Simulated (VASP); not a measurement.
# CaO (Fm-3m) in VASP: notebook

The runs below take CaO through single point, relaxation of cell and atoms, with PBE+D3(BJ).

Program: VASP 6.6.1. These are calculated values, not measurements. Logs are shortened: lines on timing, memory, paths and dates and some standing lists are left out, and cuts for length are marked.

## Step 1: The crystal as given

Symmetry: Fm-3m, No. 225, cubic system. Conventional cell: a = 4.784 Å, b = 4.784 Å, c = 4.784 Å, α = 90.00°, β = 90.00°, γ = 90.00°. Ca (site symmetry m-3m) is surrounded by 6 O at 2.39 Å. Around O (site symmetry m-3m) lie 6 Ca at 2.39 Å.

The cell is a database's computed one.

## Step 2: Single point, PBE+D3(BJ)

Contents of INCAR:

```
SYSTEM = CaO
ALGO     = Normal         ! electronic algorithm
EDIFF    = 1E-6           ! SCF threshold, eV
ENCUT    = 520            ! plane-wave cutoff, eV
GGA      = PE             ! functional
ISIF     = 2              ! what is computed and relaxed
ISMEAR   = 0              ! smearing method
IVDW     = 12             ! dispersion correction
LASPH    = .TRUE.         ! aspherical terms in the spheres
LCHARG   = .FALSE.        ! write CHGCAR
LREAL    = .FALSE.        ! projectors in reciprocal space
LWAVE    = .FALSE.        ! write WAVECAR
NBANDS   = 15             ! bands
NELM     = 100            ! most SCF steps
PREC     = Accurate       ! precision mode
SIGMA    = 0.02           ! smearing width, eV
```

Contents of KPOINTS:

```
k-points
0
G
  8 8 8
  0 0 0
```

Contents of POSCAR:

```
CaO
1.0
    0.0000000000      2.3921630942      2.3921630942
    2.3921630942      0.0000000000      2.3921630942
    2.3921630942      2.3921630942      0.0000000000
Ca O
1 1
Direct
    0.0000000000      0.0000000000      0.0000000000
    0.5000000000      0.5000000000      0.5000000000
```

Potentials or basis: VASP PAW PBE potentials, release 64 (Ca_sv, O).

The run is started by

```bash
$ cat potpaw_PBE.64/Ca_sv/POTCAR potpaw_PBE.64/O/POTCAR > POTCAR
$ mpirun -np 1 vasp_std > vasp.out
```

OUTCAR:

```text
SYSTEM = CaO
   EDIFF = 1E-6
   ENCUT = 520
   GGA = PE
   ISIF = 2
   ISMEAR = 0
   IVDW = 12
   LASPH = .TRUE.
   LREAL = .FALSE.
   NELM = 100
   PREC = Accurate
 IVDW          = 12

 ion  position               nearest neighbor table
   1  0.000  0.000  0.000-   2 2.39   2 2.39   2 2.39   2 2.39   2 2.39   2 2.39
   2  0.500  0.500  0.500-   1 2.39   1 2.39   1 2.39   1 2.39   1 2.39   1 2.39

  LATTYP: Found a face centered cubic cell.
 ALAT       =     4.7843261884

  Lattice vectors:

 A1 = (   0.0000000000,   2.3921630942,   2.3921630942)
 A2 = (   2.3921630942,   0.0000000000,   2.3921630942)
 A3 = (   2.3921630942,   2.3921630942,   0.0000000000)

Analysis of symmetry for initial positions (statically):
=====================================================================
 Subroutine PRICEL returns:
 Original cell was already a primitive cell.

 Routine SETGRP: Setting up the symmetry group for a
 face centered cubic supercell.

 Subroutine GETGRP returns: Found 48 space group operations
 (whereof 48 operations were pure point group operations)
 out of a pool of 48 trial point group operations.

The static configuration has the point symmetry O_h .

Analysis of symmetry for dynamics (positions and initial velocities):
=====================================================================
 Subroutine PRICEL returns:
 Original cell was already a primitive cell.

 Routine SETGRP: Setting up the symmetry group for a
 face centered cubic supercell.

 Subroutine GETGRP returns: Found 48 space group operations
 (whereof 48 operations were pure point group operations)
 out of a pool of 48 trial point group operations.

The dynamic configuration has the point symmetry O_h .

 Subroutine INISYM returns: Found 48 space group operations
 (whereof 48 operations are pure point group operations),
 and found     1 'primitive' translations

----------------------------------------------------------------------------------------

                                     Primitive cell

  volume of cell :      27.3780

  direct lattice vectors                    reciprocal lattice vectors
     0.000000000  2.392163094  2.392163094    -0.209015849  0.209015849  0.209015849
     2.392163094  0.000000000  2.392163094     0.209015849 -0.209015849  0.209015849
     2.392163094  2.392163094  0.000000000     0.209015849  0.209015849 -0.209015849

  length of vectors
     3.383029491  3.383029491  3.383029491     0.362026070  0.362026070  0.362026070

  position of ions in fractional coordinates (direct lattice)
     0.000000000  0.000000000  0.000000000
     0.500000000  0.500000000  0.500000000

  ion indices of the primitive-cell ions
   primitive index   ion index
                 1           1
                 2           2
[... 88 lines left out ...]
   EFERMI_NEDOS =   21; number of points for ismear=-14 and -15
   IALGO  =     38    algorithm
   IMIX   =      4    mixing-type and parameters
     AMIX     =   0.40;   BMIX     =  1.00
     AMIX_MAG =   1.60;   BMIX_MAG =  1.00
  volume/ion in A,a.u.               =      13.69        92.38
  Fermi-wavevector in a.u.,A,eV,Ry     =   1.368718  2.586502 25.489012  1.873389
  Thomas-Fermi vector in A             =   2.494657
   LORBIT       =      0    0 simple, 1 ext, 2 COOP (PROOUT), +10 PAW based schemes
   GGA     = PE    functional components
   LHFCALC =     F    Hartree Fock is set to
   AEXX    =    0.0000 exact exchange contribution
   IVDW    =    12    specifies the selected vdW correction
   LEPSILON=     F    determine dielectric tensor
   LRPA    =     F    only Hartree local field effects (RPA)
 non-spin polarized calculation
 Gauss-broadening in eV      SIGMA  =   0.02
  energy-cutoff  :      520.00
  volume of cell :       27.38
 maximum number of plane-waves:       754
 NGX is ok and might be reduce to    28
   NGX = 13   NGY = 13   NGZ = 13

 number of electron      15.9999997 magnetization

 Free energy of the ion-electron system (eV)
  ---------------------------------------------------
  ext. energy  EPLUGINS =         0.00000000
  ---------------------------------------------------
  free energy    TOTEN  =       -12.79348586 eV

  energy without entropy =      -12.79348586  energy(sigma->0) =      -12.79348586

 E-fermi :   2.5576     XC(G=0): -10.5428

 val. band max:        2.4291905024   @ k =   0.0000   0.0000   0.0000
 cond. band min:       6.0600625767   @ k =   0.5000   0.5000   0.0000
 fundamental gap:      3.6308720743
 Fermi energy:         2.5575948292

 k-point     1 :       0.0000    0.0000    0.0000
  band No.  band energies     occupation
      1     -35.1519      2.00000
      2     -15.9055      2.00000
      3     -15.9055      2.00000
      4     -15.9055      2.00000
      5     -13.1300      2.00000
      6       2.4292      2.00000
      7       2.4292      2.00000
      8       2.4292      2.00000
      9       7.2553      0.00000
     10       8.6881      0.00000
     11       8.6881      0.00000
     12       8.6881      0.00000
     13      10.2160      0.00000
     14      10.2160      0.00000
[... 401 lines left out ...]
      2     -16.8439      2.00000
      3     -16.1557      2.00000
      4     -16.0367      2.00000
      5     -12.1707      2.00000
      6       0.3567      2.00000
      7       1.2877      2.00000
      8       1.3533      2.00000
      9       9.2321      0.00000
     10       9.3130      0.00000
     11      11.2662      0.00000
     12      11.4728      0.00000
     13      12.7474      0.00000
     14      14.4828      0.00000
     15      16.4450      0.00000

 [... further k-points ...]

------------------------ aborting loop because EDIFF is reached ----------------------------------------

 Edisp (eV)   -0.55217

 E8    (eV) :    -0.2478

  FORCE on cell =-STRESS in cart. coord.  units (eV):
  Direction    XX          YY          ZZ          XY          YZ          ZX
  --------------------------------------------------------------------------------------
  -------------------------------------------------------------------------------------
  Total       0.09261     0.09261     0.09261     0.00000     0.00000     0.00000
  in kB       5.41932     5.41932     5.41932     0.00000     0.00000     0.00000
  external pressure =        5.42 kB  Pullay stress =        0.00 kB

 VOLUME and BASIS-vectors are now :
 -----------------------------------------------------------------------------
  energy-cutoff  :      520.00
  volume of cell :       27.38
      direct lattice vectors                 reciprocal lattice vectors
     0.000000000  2.392163094  2.392163094    -0.209015849  0.209015849  0.209015849
     2.392163094  0.000000000  2.392163094     0.209015849 -0.209015849  0.209015849
     2.392163094  2.392163094  0.000000000     0.209015849  0.209015849 -0.209015849

 POSITION                                       TOTAL-FORCE (eV/Angst)
 -----------------------------------------------------------------------------------
      0.00000      0.00000      0.00000         0.000000     -0.000000     -0.000000
      2.39216      2.39216      2.39216        -0.000000      0.000000      0.000000
 -----------------------------------------------------------------------------------
    total drift:                                0.000000      0.000000      0.000000

  FREE ENERGIE OF THE ION-ELECTRON SYSTEM (eV)
  ---------------------------------------------------
  free  energy   TOTEN  =       -13.3456510019 eV

  energy  without entropy=      -13.3456510019  energy(sigma->0) =      -13.34565100
```

OSZICAR:

```text
N       E                     dE             d eps       ncg     rms          rms(c)
DAV:   1     0.123128901991E+03    0.12313E+03   -0.83232E+03   870   0.109E+03
DAV:   2    -0.937094717650E+01   -0.13250E+03   -0.12369E+03  1081   0.292E+02
DAV:   3    -0.143768797430E+02   -0.50059E+01   -0.49730E+01  1017   0.582E+01
DAV:   4    -0.145056814335E+02   -0.12880E+00   -0.12870E+00  1263   0.845E+00
DAV:   5    -0.145071201366E+02   -0.14387E-02   -0.14387E-02   996   0.770E-01    0.857E+00
DAV:   6    -0.128682009131E+02    0.16389E+01   -0.50538E+00   962   0.221E+01    0.355E+00
DAV:   7    -0.127970159212E+02    0.71185E-01   -0.39617E-01   996   0.657E+00    0.180E+00
DAV:   8    -0.127944233082E+02    0.25926E-02   -0.74369E-02  1115   0.295E+00    0.423E-01
DAV:   9    -0.127928736065E+02    0.15497E-02   -0.45000E-03   898   0.569E-01    0.109E-01
DAV:  10    -0.127935083336E+02   -0.63473E-03   -0.70058E-04  1017   0.238E-01    0.403E-02
DAV:  11    -0.127934862165E+02    0.22117E-04   -0.47227E-05  1074   0.810E-02    0.692E-03
DAV:  12    -0.127934858557E+02    0.36087E-06   -0.68021E-06   982   0.236E-02
   1 F= -.13345651E+02 E0= -.13345651E+02  d E =-.829791E-22
```

stdout:

```text
POSCAR found type information on POSCAR CaO
 POSCAR found :  2 types and       2 ions
 scaLAPACK will be used
 LDA part: xc-table for (Slater+PW92), standard interpolation
 POSCAR, INCAR and KPOINTS ok, starting setup
 FFT: planning ... GRIDC
 FFT: planning ... GRID_SOFT
 FFT: planning ... GRID
 WAVECAR not read
 entering main loop
```

It took 9.6 s on 1 thread of AMD EPYC 9R45 (Zen 5), shared host; peak memory 0.14 GiB.

Results:

```
Free energy                : -13.3457 eV
Pressure                   : 0.5 GPa
Band gap on the k mesh     : 3.63 eV, indirect (least direct gap 4.00 eV)
Dispersion energy per atom : -0.276 eV
```

Levels at points of the mesh, in eV from the valence-band top:
```csv
k point,band 5,band 6,band 7,band 8,band 9,band 10,band 11,band 12
"(0.00, 0.00, 0.00)",-15.56,0.00,0.00,0.00,4.83,6.26,6.26,6.26
"(0.50, 0.00, 0.00)",-14.30,-2.67,-1.23,-1.23,7.11,8.43,8.43,8.61
"(0.50, 0.50, 0.00)",-15.32,-1.29,-0.37,-0.37,3.63,8.15,8.97,9.63
```

## Step 3: Relaxation of cell and atoms, PBE+D3(BJ)

This run uses another cell than the first one, of 13.89 Å³/atom, 1.014 times its volume.

Contents of INCAR:

```
SYSTEM = CaO
PREC = Accurate ; ENCUT = 600
EDIFF = 1E-7 ; ISMEAR = 0
SIGMA = 0.02 ; LREAL = .False.
LASPH = .True. ; NELM = 100
ALGO = Normal ; ISIF = 3
LWAVE = .False. ; LCHARG = .False.
GGA = PE ; IVDW = 12
IBRION = 2 ; NSW = 70
EDIFFG = -0.02
```

Contents of KPOINTS:

```
regular mesh
0
Gamma
  8 8 8
  0 0 0
```

Contents of POSCAR:

```
CaO
1.0
    0.0000000000      2.4035560000      2.4035560000
    2.4035560000      0.0000000000      2.4035560000
    2.4035560000      2.4035560000      0.0000000000
Ca O
1 1
Direct
    0.0000000000      0.0000000000      0.0000000000
    0.5000000000      0.5000000000      0.5000000000
```

Potentials or basis: VASP PAW PBE potentials, release 64 (Ca_sv, O).

The run is started by

```bash
$ cat potpaw_PBE.64/Ca_sv/POTCAR potpaw_PBE.64/O/POTCAR > POTCAR
$ mpirun -np 1 vasp_std > vasp.out
```

Wall time 24 s (1 thread of AMD EPYC 9R45 (Zen 5), shared host); peak memory 0.15 GiB.

Results (log left out):

| Item | Value |
| --- | --- |
| Free energy | -13.3489 eV |
| Relaxed volume | 13.74 Å³/atom |
| Relaxed cell | a = 3.387 Å, b = 3.387 Å, c = 3.387 Å, α = 60.00°, β = 60.00°, γ = 60.00° |
| Space group after relaxing (to 0.05 Å) | Fm-3m (No. 225) |
| Energy gained by relaxing | 0.5 meV/atom |
| Ionic steps | 3 |
| Pressure after relaxing | 0.0 GPa |
| Band gap on the k mesh | 3.63 eV, indirect (least direct gap 4.01 eV) |
| Dispersion energy per atom | -0.275 eV |

The path:
```csv
step,energy change (eV),largest force (eV/Å),pressure (GPa),volume (Å³)
1,0.0000,0.0000,-1.13,27.77
2,-0.0009,0.0000,0.44,27.38
3,-0.0010,0.0000,0.00,27.48
```

Final structure:
```
CELL_PARAMETERS angstrom
0.00000 2.39526 2.39526
2.39526 0.00000 2.39526
2.39526 2.39526 0.00000
ATOMIC_POSITIONS crystal
Ca 0.00000 0.00000 0.00000
O 0.50000 0.50000 0.50000
```

Levels at points of the mesh, in eV from the valence-band top:
| k point | band 4 | band 5 | band 6 | band 7 | band 8 | band 9 | band 10 | band 11 | band 12 |
| --- | --- | --- | --- | --- | --- | --- | --- | --- | --- |
| (0.00, 0.00, 0.00) | -18.35 | -15.55 | 0.00 | 0.00 | 0.00 | 4.80 | 6.25 | 6.25 | 6.25 |
| (0.50, 0.00, 0.00) | -18.41 | -14.31 | -2.66 | -1.22 | -1.22 | 7.10 | 8.41 | 8.41 | 8.58 |
| (0.50, 0.50, 0.00) | -18.59 | -15.31 | -1.30 | -0.37 | -0.37 | 3.63 | 8.12 | 8.95 | 9.60 |
